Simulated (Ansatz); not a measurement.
# Cr: the cost of one run

Program: Ansatz 0.2.0. Level of theory: DFT PBE, with the methods named in each step. These are calculated values, not measurements.

## (1) Starting point

Symmetry: I4/mmm, No. 139, tetragonal system. The conventional cell has a = 2.831 Å, b = 2.831 Å, c = 3.266 Å, α = 90.00°, β = 90.00°, γ = 90.00°. Cr (site symmetry 4/mmm) is surrounded by 12 Cr at 2.58 to 2.83 Å.

As a file:

```xyz
2
Lattice="2.8307 0.0000 0.0000 0.0000 2.8307 0.0000 0.0000 0.0000 3.2658" Properties=species:S:1:pos:R:3 pbc="T T T"
Cr    0.0000    0.0000    0.0000
Cr    1.4154    1.4154    1.6329
```

Elk's input and logs are in atomic units (hartree, bohr).

Atoms are numbered in the order of the input: Cr1, Cr2.

## (2) Collinear moments without spin-orbit coupling, PAW

input.yaml

```yaml
crystal:
  lattice:
    - [2.8307344662, 0.0, 0.0]
    - [0.0, 2.8307344662, 0.0]
    - [0.0, 0.0, 3.2657892906]
  atoms:
    - { symbol: Cr, position: [0.0, 0.0, 0.0], spin: -3.0 }
    - { symbol: Cr, position: [0.5, 0.5, 0.5], spin: 3.0 }
magnetization:
  spin_polarized: true
kpoints:
  mp_grid: { grid: [11, 11, 9] }
scf:
  occupations: { method: fermi_dirac, width: 0.1 }
  lower_state_search: "off"
hamiltonian:
  xc: pbe
  pseudopotentials: { kind: paw }
output:
  forces: true
  stress: true
  eigenvalues: true
  write_density: true
  write_potential: true
  elf: true
  volumetric_format: npy
```

The run is started by

```bash
ansatz run input.yaml --threads 2 --pin off --max-ram 4096MiB --backend cpu --events-out ev --progress --plain --runs-dir out
```

Q: Estimate wall time and peak memory on 2 threads of Arm Neoverse V2, shared host.

About 3 s, with a peak of 0.35 GiB.
